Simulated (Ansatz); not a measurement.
## A series in volume per atom on HgSe

Periodic Kohn-Sham DFT of a crystal at fixed atoms; pressure and stress are positive in compression; the energy is the free energy less that of spherical unpolarised free atoms; site moments are those in the method's own spheres, positive along +z. The results are calculated, by Ansatz 0.2.0.

Cell of the first row (space group F-43m, No. 216):
```
HgSe
1.0
      0.0000     2.9740     2.9740
      2.9740     0.0000     2.9740
      2.9740     2.9740     0.0000
Hg Se
1 1
Direct
  0.00000 0.00000 0.00000
  0.75000 0.75000 0.75000
```

Settings of every row: method all-electron LAPW; functional PBEsol; relativity scalar; k mesh 8x8x8; filling fermi-dirac; smearing width 0.01 eV; basis error target 0.5 meV/atom; nucleus gaussian.

Atom start moment: 0 on all atoms.

Limits: no spin-orbit coupling on heavy atoms.

| row | volume per atom (Å³) | pressure (GPa) | energy less free atoms (eV/atom) |
| --- | --- | --- | --- |
| 1 | 26.305 | 6 | -2.3683 |
| 2 | 26.864 | 4.392 | -2.3864 |
| 3 | 27.424 | 2.962 | -2.3992 |
| 4 | 27.704 | 2.307 | -2.4038 |
| 5 | 27.984 | ? | ? |
| 6 | 28.264 | 1.107 | -2.4097 |
| 7 | 28.543 | 0.558 | -2.4112 |
| 8 | 29.103 | -0.449 | -2.4113 |
| 9 | 29.663 | -1.344 | -2.4081 |

Question: what pressure and energy less free atoms should row 5 give?

Worked fit of pressure. Take u = (V_r/V)^(2/3) − 1 with V_r = 27.984 Å³ an atom, which is twice the finite (Eulerian) strain; such expansions in the strain, on which the Birch-Murnaghan equation of state is built, carry the rest volume and the bulk modulus. The shown rows have u = 0.04211, 0.0276, 0.01357, 0.00673, -0.00662, -0.0131, -0.0258, -0.0381. Least squares give pressure = 1.6889 + 89.924 × u + 282.53 × u² + 311 × u³ GPa; a parabola predicts inner rows, each left out in turn, worse (root mean square 0.0052 against 0.00095 GPa). The rows lie off it by 0.000, -0.001, 0.000, 0.000, 0.001, -0.001, -0.001, 0.000. The pressure vanishes at u = -0.0200, or V = 28.85 Å³ an atom, and there the bulk modulus at fixed shape and fractions is B = −V dP/dV = (2/3)(1 + u) dP/du = 51.6 GPa. The withheld row has u = 0, so the fit gives 1.6889 + 89.924 × (0) + 282.53 × (0)² + 311 × (0)³ = 1.689 GPa.

The calculation gave 1.69 GPa. The fit lies 0.001 GPa (0.014 % of the column's range) below it, one unit of the last digit.

Worked fit of energy less free atoms. Take u = (V_r/V)^(2/3) − 1 with V_r = 27.984 Å³ an atom, which is twice the finite (Eulerian) strain; such expansions in the strain, on which the Birch-Murnaghan equation of state is built, carry the rest volume and the bulk modulus. The shown rows have u = 0.04211, 0.0276, 0.01357, 0.00673, -0.00662, -0.0131, -0.0258, -0.0381. Least squares give energy less free atoms = −2.40729 + 0.4425 × u + 11.257 × u² + 5.3 × u³ eV/atom; a parabola predicts inner rows, each left out in turn, worse (root mean square 8.9e-05 against 2.8e-05 eV/atom). All shown rows lie on it to the printed digit. Its lowest point lies at u = -0.0199, or V = 28.84 Å³ an atom, and the curvature there gives the bulk modulus at fixed shape and fractions, B = (4/9)(1 + u)² E″(u)/V = 51.9 GPa. The withheld row has u = 0, so the fit gives −2.40729 + 0.4425 × (0) + 11.257 × (0)² + 5.3 × (0)³ = -2.4073 eV/atom.

The calculation gave -2.4073 eV/atom. The fit meets it to the printed digit.
